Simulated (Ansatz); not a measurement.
Runs of Ansatz 0.2.0 on SnTe. Symmetry: Fm-3m, No. 225, cubic system. The conventional cell has a = 6.302 Å, b = 6.302 Å, c = 6.302 Å, α = 90.00°, β = 90.00°, γ = 90.00°. Around Te (site symmetry m-3m) lie 6 Sn at 3.15 Å. Sn (site symmetry m-3m) has 6 Te at 3.15 Å as nearest neighbours. 

```csv
task,level,spin,cell,k mesh,cutoff (eV),points for each segment of the path,mesh quality,pressure (GPa),relaxed volume (Å³/atom)
relaxation of cell and atoms,HSE06,off,relaxed,4 × 4 × 4,420,-,coarse,0.0,32.15
single point,HSE06,"SOC, no magnetisation",as given,3 × 3 × 3,420,-,coarse,1.2,-
relaxation of cell and atoms,BLYP+D3(BJ),off,relaxed,7 × 7 × 7,420,-,not flagged,0.0,31.97
band structure,r2SCAN,"SOC, no magnetisation",as given,5 × 5 × 5,500,14,not flagged,1.5,-
relaxation of cell and atoms,revPBE+D4,off,relaxed,7 × 7 × 7,420,-,not flagged,0.0,31.09
relaxation of cell and atoms,revPBE+D3(BJ),off,relaxed,7 × 7 × 7,420,-,not flagged,0.0,30.77
relaxation of cell and atoms,PBEsol+D4,off,relaxed,7 × 7 × 7,420,-,not flagged,0.0,(b)
band structure,r2SCAN,off,as given,7 × 7 × 7,500,14,not flagged,1.5,-
relaxation of cell and atoms,BLYP,off,relaxed,7 × 7 × 7,420,-,not flagged,0.0,(a)
relaxation of cell and atoms,RPBE+D4,off,relaxed,7 × 7 × 7,420,-,not flagged,0.0,30.84
relaxation of cell and atoms,revPBE,off,relaxed,7 × 7 × 7,420,-,not flagged,0.0,33.71
relaxation of cell and atoms,RPBE+D3(BJ),off,relaxed,7 × 7 × 7,420,-,not flagged,0.0,25.31
```

Alike in all rows: potentials or basis Ansatz PAW; smearing fermi-dirac 0.05 eV.

**Question.** Estimate the missing entries.

**Answer.** (a) 35.88; (b) 30.25.

Caveats: some runs use coarse meshes; the PAW data sets come from PBE, with cores solved anew for the run's functional, which leaves a small shift of forces and pressure; the plane-wave basis is chosen anew once the cell has moved, so the energies of steps on either side of that aren't comparable (some runs); the thresholds are loose for stress (some runs); the volume moved by +15 % from the deposited cell, more than functionals usually miss (some runs); the volume moved by over 15 % at a fixed basis, so the end points are rough (some runs); the volume moved by -19 % from the deposited cell, more than functionals usually miss (some runs).

Runs at the PBE level aren't shown here.
